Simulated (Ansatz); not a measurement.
An input for the plane-wave PAW code Ansatz:

```yaml
crystal:
  lattice:
    - [-1.5016019333, 1.5016019333, 1.5016019333]
    - [1.5016019333, -1.5016019333, 1.5016019333]
    - [1.5016019333, 1.5016019333, -1.5016019333]
  atoms:
    - { symbol: Rh, position: [0.0, 0.0, 0.0] }
basis:
  ecutwfc: 420
  ecutrho_ratio: 4
kpoints:
  mp_grid: { grid: [10, 10, 10] }
hamiltonian:
  xc: hse06
scf:
  occupations: { method: gaussian, width: 0.05 }
output:
  forces: true
  stress: true
  eigenvalues: true
```

At room temperature and ambient pressure Rh is fcc.

Task: What will the run give?

Result: Pressure 7.0 GPa, gap on the mesh zero (metallic) (HSE06, scalar-relativistic).

The output:

```
Pseudopotentials: kind: paw
Pseudopotential: Rh, paw, valence charge 17, recommended cutoff 420 eV (normal), Rh.paw.azcp
Crystal: 1 atoms, lattice volume = 13.543 Å³
Basis set: ecut = 420 eV, 249 PW (Γ), exchange–correlation on 36×36×36 points (8 copies of the dense FFT grid, shifted against one another)
Bands: 13, of which v1, the nominal top of the filled ones, is band 9 counted from 1 (8 counted from 0)
Symmetry: 48 space group operations
Space group: Im-3m (ITA 229), of the structure as read, at distance tolerance 2.4e-5 Å
k-points: 47 of 1000
Initial density: superposition of atomic densities (neutral atoms: chi_scale 0, normalization atom), corrected by the library's trained network
Initial wavefunctions: pseudopotential atomic-orbital guess
```

SCF trace (energy estimate counted from the last row; the run made several SCF loops, for ionic steps, more bands or searches for a lower state, numbered loop.iteration):
```
iteration  ΔE (eV)  density residual (eV)
      1.1    1.800                9.52e-4
      1.2    1.800                2.11e-4
      1.3    1.800                2.62e-5
      1.4    1.800                2.36e-7
      1.5    1.800                1.46e-9
      1.6    1.800               2.41e-10
      2.1  4.9e-03                3.80e-3
      2.2    0.006                1.02e-3
      2.3    0.007                1.28e-3
      2.4  9.9e-04                5.01e-4
      2.5  1.1e-03                3.34e-4
      2.6  1.1e-03                3.18e-4
      2.7  4.3e-04                2.22e-4
      2.8  6.8e-05                4.52e-5
      2.9  9.0e-06                3.86e-6
      3.1    0.000                1.66e-6
      3.2    0.000                1.44e-7
      3.3    0.000                3.57e-8
      3.4    0.000                1.10e-8
```

```
SCF 3 converged in 4 iterations: F = -6404.294138 eV  dr2 = 1.10e-8
hybrid SCF converged: 2 outer / 13 inner (+6 warm-up), last move |dexx| = 5.92e-7 eV, tail = 6.97e-8 eV
Free energy (F): -6404.294138 eV
Frozen-core exchange: fock
E sigma→0 (E₀):  -6404.292903 eV
Entropy (-TS):   -0.002471 eV (-2.471 meV/atom)
Fermi energy:    21.880434 eV
--- Per-component energies (eV) ---
  E_band       = -115.993653
  E_kinetic    = 576.189195
  E_local      = -1548.388212  (includes V_loc(G=0)·N_el)
  E_nonlocal   = 355.206989
  E_hartree    = 546.065537
  E_xc         = -177.126982
  E_vxc        = -220.606290  (∫ρ·V_xc dr)
  E_paw        = -3572.013383  (= ΣΔE_a)
  E_vpaw       = -245.943888  (= ΣTr[D̂ρ^β])
  E_aug_tail   = 0.000872  (compensation charges beyond the density's cutoff)
  E_ewald      = -2521.417415
  E_core_change = -0.518807  (= ΣΔE_core)
  E_smearing   = -0.002471  (= −TS)
--- Forces (eV/Å), atoms counted from 1 ---
  atom   1  Rh     0.00000000     0.00000000     0.00000000
--- Stress (GPa, compression-positive) ---
        6.984244       0.000000       0.000000
        0.000000       6.984244       0.000000
        0.000000       0.000000       6.984244
  P = ⅓ Tr σ = 6.9842 GPa (69.842 kbar)
--- Band table (eV; the first three rows and the last of 47) ---
  k-point 0: bands = ["-60.8131", "-26.8005", "-26.8005", "-26.8005", "13.6285", "18.5821", "18.5821", "18.5821", "21.0836", "21.0836", "41.7015", "41.7015", "41.7015"]
  k-point 1: bands = ["-60.7986", "-26.8926", "-26.8310", "-26.8024", "14.1077", "18.3903", "18.5870", "19.0050", "20.8740", "21.1220", "41.8640", "41.9533", "42.3542"]
  k-point 2: bands = ["-60.7606", "-27.1307", "-26.9104", "-26.8078", "15.2282", "17.9161", "18.6748", "20.2107", "20.6600", "21.2444", "41.4077", "41.5336", "44.1514"]
  k-point 46: bands = ["-60.5509", "-27.4730", "-27.4730", "-27.4730", "15.0010", "15.0010", "23.7958", "23.7958", "23.7958", "32.9225", "32.9225", "32.9225", "43.4002"]
```

Pressures of hybrids are less tightly converged. For a metal under a hybrid functional this mesh is coarse. Hybrids overstate magnetism in such metals, and spin polarisation wasn't allowed here.
